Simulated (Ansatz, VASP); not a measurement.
Two plane-wave programs on SrCl2

File INCAR:

```
SYSTEM = SrCl2
PREC = Accurate ; ENCUT = 520
EDIFF = 1E-6 ; ISMEAR = -1
SIGMA = 0.05 ; LREAL = .False.
LASPH = .True. ; NELM = 100
ALGO = Normal ; ISIF = 2
LWAVE = .False. ; LCHARG = .False.
GGA = CA ; NBANDS = 19
```

Contents of KPOINTS:

```
regular mesh
0
Gamma
  4 4 4
  0 0 0
```

Contents of POSCAR:

```
SrCl2
1.0
    0.0000000000      3.4883500000      3.4883500000
    3.4883500000      0.0000000000      3.4883500000
    3.4883500000      3.4883500000      0.0000000000
Sr Cl
1 2
Direct
    0.0000000000      0.0000000000      0.0000000000
    0.7500000000      0.7500000000      0.7500000000
    0.2500000000      0.2500000000      0.2500000000
```

File input.yaml:

```yaml
crystal:
  lattice:
    - [0.0, 3.48835, 3.48835]
    - [3.48835, 0.0, 3.48835]
    - [3.48835, 3.48835, 0.0]
  atoms:
    - { symbol: Sr, position: [0.0, 0.0, 0.0] }
    - { symbol: Cl, position: [0.75, 0.75, 0.75] }
    - { symbol: Cl, position: [0.25, 0.25, 0.25] }
hamiltonian:
  xc: lda
  pseudopotentials: { kind: paw }
kpoints:
  mp_grid: { grid: [4, 4, 4] }
scf:
  occupations: { method: fermi_dirac, width: 0.05 }
  n_extra_bands: 7
output:
  forces: true
  stress: true
  eigenvalues: true
  dos: { projected: true, de: 0.05, nscf_kmesh: { grid: [6, 6, 6] } }
  write_density: true
  write_potential: true
  elf: true
  volumetric_format: npy
```

Alike in both runs: functional LDA; k mesh 4 × 4 × 4; occupations fermi-dirac, width 0.05 eV; no spin polarisation.

|  | VASP | Ansatz |
| --- | --- | --- |
| version | VASP 6.6.1 | Ansatz 0.2.0 |
| potentials or method | VASP PAW LDA potentials, release 64 (Sr_sv, Cl) | Ansatz PAW |
| plane-wave cutoff (eV) | 520 | 420 |
| valence electrons in the cell | 24 | 24 |
| task | single point | projected density of states |

|  | VASP | Ansatz | Ansatz less VASP |
| --- | --- | --- | --- |
| gap on the k mesh at the Fermi level (eV) | 4.89 | 4.88 | -0.006 |
| least direct gap on the mesh (eV) | 5.15 | 5.16 | +0.006 |
| pressure (GPa) | -2.7 | -2.8 | -0.12 |

Caveats: the PAW data sets come from PBE, with cores solved anew for the run's functional, which leaves a small shift of forces and pressure (Ansatz); the density of states is complete only up to the lowest level of the last band computed (Ansatz). A k mesh can miss the band edges.
